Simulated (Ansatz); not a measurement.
Method: DFT PBE, scalar-relativistic, plane waves, PAW in Ansatz 0.2.0. All cells share a 420 eV cutoff and Γ-centred k meshes spaced at most about 0.3 Å⁻¹ (about 0.25 or finer for metals, 2π included). No spin polarisation.

Each guess is relaxed in cell and atoms at zero pressure, on a coarse mesh first where it starts far from rest and then on a converged one. The steps can't lower the symmetry of the start, but it can rise. Energies are static (0 K, no zero-point motion).

Two unrelaxed guesses for MgTe₄:

A.

```xyz
5
Lattice="5.2529 0.0000 0.0000 0.0000 5.2529 0.0000 0.0000 0.0000 5.2529" Properties=species:S:1:pos:R:3 pbc="T T T"
Mg    0.0000    0.0000    0.0000
Te    2.6265    2.6265    2.6265
Te    0.0000    2.6265    2.6265
Te    2.6265    0.0000    2.6265
Te    2.6265    2.6265    0.0000
```

B.

```xyz
5
Lattice="-3.7974 3.7974 2.3675 3.7974 -3.7974 2.3675 3.7974 3.7974 -2.3675" Properties=species:S:1:pos:R:3 pbc="T T T"
Mg    0.0000    0.0000    0.0000
Te    1.5190    4.5569    0.0000
Te    0.7595    2.2784    2.3675
Te    2.2784   -0.7595    2.3675
Te    3.0379    1.5190    0.0000
```

Problem. Which guess leads to the lower structure, and by how much?

Solution. B ends lower, by 0.51 eV/atom. A: Pm-3m at 29.0 Å³/atom → Pm-3m at 38.3 Å³/atom; B: I4/m at 27.3 Å³/atom → I4/m at 37.6 Å³/atom. Counting Te atoms around Mg (those within 1.25 times the shortest such distance or 1.15 times the sum of covalent radii, 1.27 where that leaves under three; a plus sign parts nearer from farther groups; the shortest distance is added where it exceeds 1.18 times the sum of covalent radii), the end of A has Mg 12+8 from 4.1 Å and the end of B has Mg 4. The end of A holds Te–Te bonds in all directions (shortest 2.88 Å); the end of B holds Te–Te chains (shortest 2.90 Å). End of A. Conventional cell: a = 5.762 Å. Mg is surrounded by 12 Te at 4.07 Å (long against covalent radii, as for large ions); Te on a site of symmetry m-3m has 6 Te at 2.88 Å; Te on a site of symmetry 4/mmm is surrounded by 2 Te at 2.88 Å, 4 Mg at 4.07 Å and 8 Te at 4.07 Å. End of B. Conventional cell: a = 8.654 Å, c = 5.016 Å. Mg is surrounded by 4 Te at 2.92 Å; Te is surrounded by 2 Te at 2.90 Å and 1 Mg at 2.92 Å.

Ends held by symmetry can be saddle points. These runs have no spin–orbit coupling, which can matter for Te.
